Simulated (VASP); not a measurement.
**MgB2 under changes of volume**

One of the cells (9.873 Å³/atom); the others are scaled copies at fixed shape and fractional positions:

```xyz
3
Lattice="3.1054 0.0000 0.0000 -1.5527 2.6894 0.0000 0.0000 0.0000 3.5463" Properties=species:S:1:pos:R:3 pbc="T T T"
Mg    0.0000    0.0000    0.0000
B     1.5527    0.8965    1.7732
B     0.0000    1.7929    1.7732
```

- Program: VASP 6.6.1
- Functional: PBE
- Potentials or basis: VASP PAW PBE potentials, release 64 (Mg, B)
- Cutoff: 520 eV
- k mesh: 10 × 10 × 8
- Occupations: fermi-dirac, width 0.05 eV
- Spin: no spin polarisation

```csv
volume (Å³/atom),energy over the lowest point (meV/atom),pressure (GPa)
9.098,?,?
9.292,4.50,5.4
9.485,0.00,2.0
9.873,2.52,-4.0
10.066,8.87,-6.6
10.260,18.21,-9.0
```

Task: What does the run at 9.098 Å³/atom give?

Result: Energy over the lowest point 13.35 meV/atom; pressure 9.2 GPa.

Worked out: A Birch-Murnaghan fit of order 3 (a polynomial in V^(-2/3)) to the other rows has its minimum at 9.61 Å³/atom with B0 = V·E''(V) = 153 GPa and B' = 3.8 at fixed shape and positions, which overstates the stiffness. It gives 13.42 meV/atom at 9.098 Å³/atom, against the run's 13.35, and -dE/dV = 9.3 GPa, against 9.2.

Energies are extrapolated to zero smearing.
